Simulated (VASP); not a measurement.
**Li2Se: equation of state with PBE**

The system is Li2Se.

```
Se Li
1.0
     0.00000    3.00250    3.00250
     3.00250    0.00000    3.00250
     3.00250    3.00250    0.00000
Se Li
1 2
Direct
  0.00000 0.00000 0.00000
  0.75000 0.75000 0.75000
  0.25000 0.25000 0.25000
```

```
Program             : VASP 6.6.1
Task                : equation of state
Functional          : PBE
Potentials or basis : VASP PAW PBE potentials, release 64 (Se, Li_sv)
Cutoff              : 520 eV
k mesh              : 8 × 8 × 8
Occupations         : fermi-dirac, width 0.05 eV
Spin                : no spin polarisation
```

```
Equilibrium volume                      : 18.09 Å³/atom
Bulk modulus                            : 34 GPa
Pressure derivative of the bulk modulus : 3.9
```

Energy against volume, from the lowest point:
```csv
volume (Å³/atom),energy (meV/atom)
16.962,8.15
17.323,3.62
17.684,0.97
18.045,0.00
18.406,0.56
18.767,2.53
19.128,5.74
```

All runs of the series together: 2.1 min on 1 thread of Intel(R) Xeon(R) Platinum 8488C (Sapphire Rapids) (shared host).

Caveat: the cutoff is under 1.25 times the usual one of these potentials, so pressure, stress and relaxed cells hold a basis-set (Pulay) error.
